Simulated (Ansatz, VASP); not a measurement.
## Si: VASP beside Ansatz

```
Si
1.0
     0.00000    2.72212    2.72212
     2.79044    0.00000    2.72212
     2.79044    2.72212    0.00000
Si
2
Direct
  0.00000 0.00000 0.00000
  0.25000 0.25000 0.25000
```

Change from the starting cell: uniaxial_x strain +2.5%.

Alike in both runs: task single point; functional r2SCAN; k mesh 8 × 8 × 8; no spin polarisation.

```csv
,VASP,Ansatz
version,VASP 6.6.1,Ansatz 0.2.0
potentials or method,"VASP PAW PBE potentials, release 64 (Si)","plane waves, PAW"
plane-wave cutoff (eV),520,500
occupations,"gaussian, width 0.01 eV",fixed
valence electrons in the cell,8,8
```

Ansatz gave:

* gap on the k mesh at the Fermi level (eV): 0.71
* pressure (GPa): -2.3
* largest component of the traceless stress (GPa): 1.81

Task: Estimate VASP's values.

Result: gap on the k mesh at the Fermi level (eV): 0.72; pressure (GPa): -2.5; largest component of the traceless stress (GPa): 1.83.

Caveats: the PAW data sets were made with another functional, which shifts forces and pressure a little (VASP). A k mesh can miss the band edges.
